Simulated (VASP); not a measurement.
# MgH2 (P4_2/mnm) in VASP: a series of runs, part 2 of 2

VASP 6.6.1. The steps go on from the part before.

## Step 3: Single point, PBE

INCAR reads:

```
SYSTEM = MgH2
PREC = Accurate
ENCUT = 520
EDIFF = 1E-6
ISMEAR = -1
SIGMA = 0.1
LREAL = .FALSE.
LASPH = .TRUE.
NELM = 60
ALGO = Normal
ISIF = 2
LWAVE = .FALSE.
LCHARG = .FALSE.
GGA = PE
NBANDS = 13
```

KPOINTS reads:

```
Automatic mesh
0
G
  4 4 6
  0 0 0
```

POSCAR reads:

```
MgH2
1.0
    4.4836760000      0.0000000000      0.0000000000
    0.0000000000      4.4836760000      0.0000000000
    0.0000000000      0.0000000000      2.9983490000
H Mg
4 2
Direct
    0.3060000000      0.3060000000      0.0000000000
    0.1940000000      0.8060000000      0.5000000000
    0.6940000000      0.6940000000      0.0000000000
    0.8060000000      0.1940000000      0.5000000000
    0.0000000000      0.0000000000      0.0000000000
    0.5000000000      0.5000000000      0.5000000000
```

Potentials or basis: VASP PAW PBE potentials, release 64 (H, Mg).

Started as:

```console
> cat potpaw_PBE.64/H/POTCAR potpaw_PBE.64/Mg/POTCAR > POTCAR
> mpirun -np 1 vasp_std > vasp.out
```

OUTCAR:

```text
SYSTEM = MgH2
   PREC = Accurate
   ENCUT = 520
   EDIFF = 1E-6
   ISMEAR = -1
   LREAL = .FALSE.
   LASPH = .TRUE.
   NELM = 60
   ISIF = 2
   GGA = PE

 ion  position               nearest neighbor table
   1  0.306  0.306  0.000-   6 1.94   6 1.94   5 1.94
   2  0.194  0.806  0.500-   5 1.94   5 1.94   6 1.94
   3  0.694  0.694  0.000-   6 1.94   6 1.94   5 1.94
   4  0.806  0.194  0.500-   5 1.94   5 1.94   6 1.94
   5  0.000  0.000  0.000-   2 1.94   4 1.94   2 1.94   4 1.94   3 1.94   1 1.94   6 3.51   6 3.51
                             6 3.51   6 3.51   6 3.51   6 3.51   6 3.51   6 3.51
   6  0.500  0.500  0.500-   1 1.94   3 1.94   1 1.94   3 1.94   2 1.94   4 1.94   5 3.51   5 3.51
                             5 3.51   5 3.51   5 3.51   5 3.51   5 3.51   5 3.51

  LATTYP: Found a simple tetragonal cell.
 ALAT       =     4.4836760000
 C/A-ratio  =     0.6687256171

  Lattice vectors:

 A1 = (   4.4836760000,   0.0000000000,   0.0000000000)
 A2 = (   0.0000000000,   4.4836760000,   0.0000000000)
 A3 = (   0.0000000000,   0.0000000000,   2.9983490000)

Analysis of symmetry for initial positions (statically):
=====================================================================
 Subroutine PRICEL returns:
 Original cell was already a primitive cell.

 Routine SETGRP: Setting up the symmetry group for a
 simple tetragonal supercell.

 Subroutine GETGRP returns: Found 16 space group operations
 (whereof  8 operations were pure point group operations)
 out of a pool of 16 trial point group operations.

The static configuration has the point symmetry D_2h.
 The point group associated with its full space group is D_4h.

Analysis of symmetry for dynamics (positions and initial velocities):
=====================================================================
 Subroutine PRICEL returns:
 Original cell was already a primitive cell.

 Routine SETGRP: Setting up the symmetry group for a
 simple tetragonal supercell.

 Subroutine GETGRP returns: Found 16 space group operations
[... 146 lines left out ...]
 NGX is ok and might be reduce to    36
   NGX = 17   NGY = 17   NGZ = 11

 number of electron       8.0000002 magnetization

 Free energy of the ion-electron system (eV)
  ---------------------------------------------------
  ext. energy  EPLUGINS =         0.00000000
  ---------------------------------------------------
  free energy    TOTEN  =       -17.64878713 eV

  energy without entropy =      -17.64878713  energy(sigma->0) =      -17.64878713

 E-fermi :   1.5001     XC(G=0):  -8.4591

 val. band max:       -0.5734995350   @ k =   0.2500   0.0000   0.0000
 cond. band min:       3.3915240422   @ k =   0.5000   0.5000   0.5000
 fundamental gap:      3.9650235772
 Fermi energy:         1.5001243240

 k-point     1 :       0.0000    0.0000    0.0000
  band No.  band energies     occupation
      1      -7.0426      2.00000
      2      -1.9760      2.00000
      3      -1.9760      2.00000
      4      -1.0134      2.00000
      5       4.2029      0.00000
      6       4.6502      0.00000
      7       8.7045      0.00000
      8       8.7045      0.00000
      9      10.4948      0.00000
     10      10.8486      0.00000
     11      11.7966      0.00000
     12      14.7128      0.00000
     13      14.7128      0.00000
[... 354 lines left out ...]
  band No.  band energies     occupation
      1      -2.4482      2.00000
      2      -2.4482      2.00000
      3      -1.4730      2.00000
      4      -1.4730      2.00000
      5       3.3915      0.00000
      6       3.3915      0.00000
      7       3.6562      0.00000
      8       3.6562      0.00000
      9      12.5775      0.00000
     10      12.5775      0.00000
     11      13.9077      0.00000
     12      13.9077      0.00000
     13      15.8296      0.00000

------------------------ aborting loop because EDIFF is reached ----------------------------------------

  FORCE on cell =-STRESS in cart. coord.  units (eV):
  Direction    XX          YY          ZZ          XY          YZ          ZX
  --------------------------------------------------------------------------------------
  -------------------------------------------------------------------------------------
  Total        0.2634486      0.2634486      0.3444654     -0.0000000      0.0000000      0.0000000
  in kB        7.0025434      7.0025434      9.1559944     -0.0000000      0.0000000      0.0000000
  external PRESSURE =       7.7203604 kB  Pullay stress =       0.0000000 kB

 VOLUME and BASIS-vectors are now :
 -----------------------------------------------------------------------------
  energy-cutoff  :      520.00
  volume of cell :       60.28
      direct lattice vectors                 reciprocal lattice vectors
     4.483676000  0.000000000  0.000000000     0.223031281  0.000000000  0.000000000
     0.000000000  4.483676000  0.000000000     0.000000000  0.223031281  0.000000000
     0.000000000  0.000000000  2.998349000     0.000000000  0.000000000  0.333516879

 POSITION                                       TOTAL-FORCE (eV/Angst)
 -----------------------------------------------------------------------------------
      1.37200      1.37200      0.00000        -0.048513     -0.048513      0.000000
      0.86983      3.61384      1.49917         0.048513     -0.048513      0.000000
      3.11167      3.11167      0.00000         0.048513      0.048513      0.000000
      3.61384      0.86983      1.49917        -0.048513      0.048513      0.000000
      0.00000      0.00000      0.00000         0.000000      0.000000      0.000000
      2.24184      2.24184      1.49917         0.000000      0.000000      0.000000
 -----------------------------------------------------------------------------------
    total drift:                                0.000000      0.000000     -0.000000

  FREE ENERGIE OF THE ION-ELECTRON SYSTEM (eV)
  ---------------------------------------------------
  free  energy   TOTEN  =       -17.6487871326 eV

  energy  without entropy=      -17.6487871313  energy(sigma->0) =      -17.64878713
```

OSZICAR:

```text
N       E                     dE             d eps       ncg     rms          rms(c)
DAV:   1    -0.102991419349E+01   -0.10299E+01   -0.30613E+03   632   0.466E+02
DAV:   2    -0.180522609564E+02   -0.17022E+02   -0.15983E+02   775   0.732E+01
DAV:   3    -0.188979456518E+02   -0.84568E+00   -0.84474E+00   789   0.146E+01
DAV:   4    -0.189013775176E+02   -0.34319E-02   -0.34318E-02   729   0.104E+00
DAV:   5    -0.189014159846E+02   -0.38467E-04   -0.38467E-04   794   0.114E-01    0.658E+00
DAV:   6    -0.179688021886E+02    0.93261E+00   -0.57938E-01   699   0.316E+00    0.340E+00
DAV:   7    -0.176396822834E+02    0.32912E+00   -0.85083E-01   689   0.413E+00    0.505E-01
DAV:   8    -0.176492762275E+02   -0.95939E-02   -0.24177E-02   689   0.798E-01    0.143E-01
DAV:   9    -0.176487617659E+02    0.51446E-03   -0.11216E-03   779   0.151E-01    0.215E-02
DAV:  10    -0.176487920310E+02   -0.30265E-04   -0.92961E-05   699   0.513E-02    0.175E-02
DAV:  11    -0.176487870575E+02    0.49736E-05   -0.13423E-05   789   0.135E-02    0.177E-03
DAV:  12    -0.176487871326E+02   -0.75168E-07   -0.45939E-07   420   0.388E-03
   1 F= -.17648787E+02 E0= -.17648787E+02  d E =-.134487E-08
```

Run time: 10 s. Hardware: 1 thread of AMD EPYC 9R45 (Zen 5), shared host; peak memory 0.14 GiB.

Results:

| Property | Result |
| --- | --- |
| Free energy | -17.6488 eV |
| Pressure | 0.8 GPa |
| Largest force | 0.069 eV/Å |
| Band gap on the k mesh | 3.97 eV, indirect (least direct gap 4.73 eV) |

Forces in eV/Å, atoms in the order of the input:
```
H   -0.049 -0.049  0.000
H    0.049 -0.049  0.000
H    0.049  0.049  0.000
H   -0.049  0.049  0.000
Mg   0.000  0.000  0.000
Mg   0.000  0.000  0.000
```

Levels at points of the mesh, in eV from the valence-band top:
| k point | band 2 | band 3 | band 4 | band 5 | band 6 | band 7 |
| --- | --- | --- | --- | --- | --- | --- |
| (0.00, 0.00, 0.00) | -1.40 | -1.40 | -0.44 | 4.78 | 5.22 | 9.28 |
| (0.50, 0.00, 0.00) | -4.84 | -0.46 | -0.46 | 5.42 | 5.42 | 10.22 |
| (0.50, 0.50, 0.00) | -3.76 | -2.71 | -2.71 | 9.21 | 9.21 | 9.27 |
| (0.00, 0.00, 0.50) | -3.02 | -0.02 | -0.02 | 6.42 | 6.42 | 6.90 |
| (0.50, 0.00, 0.50) | -2.27 | -1.03 | -1.03 | 5.24 | 5.24 | 6.95 |
| (0.50, 0.50, 0.50) | -1.87 | -0.90 | -0.90 | 3.97 | 3.97 | 4.23 |

A k mesh can miss the band edges. PBE gaps usually lie below the measured ones, often by a third to a half.

## Step 4: Single point, PBE

INCAR reads:

```
ALGO = Fast ; EDIFF = 1E-6
ENCUT = 520 ; GGA = PE
ISIF = 2 ; ISMEAR = -1
LASPH = True ; LCHARG = False
LREAL = False ; LWAVE = False
NBANDS = 13 ; NELM = 80
PREC = Accurate ; SIGMA = 0.1
```

KPOINTS reads:

```
k-points
0
Gamma
  4 4 6
```

POSCAR is that of step 3.

Started as:

```console
> cat potpaw_PBE.64/H/POTCAR potpaw_PBE.64/Mg/POTCAR > POTCAR
> mpirun -np 1 vasp_std > vasp.out
```

It took 11 s on 1 thread of AMD EPYC 9R45 (Zen 5), shared host; peak memory 0.14 GiB.

The run converged. Its results:

| Item | Value |
| --- | --- |
| Free energy | -17.6488 eV |
| Pressure | 0.8 GPa |
| Largest force | 0.069 eV/Å |
| Band gap on the k mesh | 3.96 eV, indirect (least direct gap 4.73 eV) |

Forces in eV/Å, atoms in the order of the input:
```
H   -0.049 -0.049  0.000
H    0.049 -0.049  0.000
H    0.049  0.049  0.000
H   -0.049  0.049  0.000
Mg   0.000  0.000  0.000
Mg   0.000  0.000  0.000
```

Stress tensor (GPa, compression positive):
```
0.70 0.00 0.00
0.00 0.70 0.00
0.00 0.00 0.91
```

Levels at points of the mesh, in eV from the valence-band top:
| k point | band 2 | band 3 | band 4 | band 5 | band 6 | band 7 |
| --- | --- | --- | --- | --- | --- | --- |
| (0.00, 0.00, 0.00) | -1.40 | -1.40 | -0.44 | 4.78 | 5.22 | 9.28 |
| (0.50, 0.00, 0.00) | -4.84 | -0.46 | -0.46 | 5.42 | 5.42 | 10.22 |
| (0.50, 0.50, 0.00) | -3.76 | -2.71 | -2.71 | 9.21 | 9.21 | 9.27 |
| (0.00, 0.00, 0.50) | -3.02 | -0.02 | -0.02 | 6.42 | 6.42 | 6.90 |
| (0.50, 0.00, 0.50) | -2.27 | -1.03 | -1.03 | 5.24 | 5.24 | 6.95 |
| (0.50, 0.50, 0.50) | -1.87 | -0.90 | -0.90 | 3.96 | 3.96 | 4.23 |

A k mesh can miss the band edges. As with any semilocal functional, this PBE gap is likely too small.
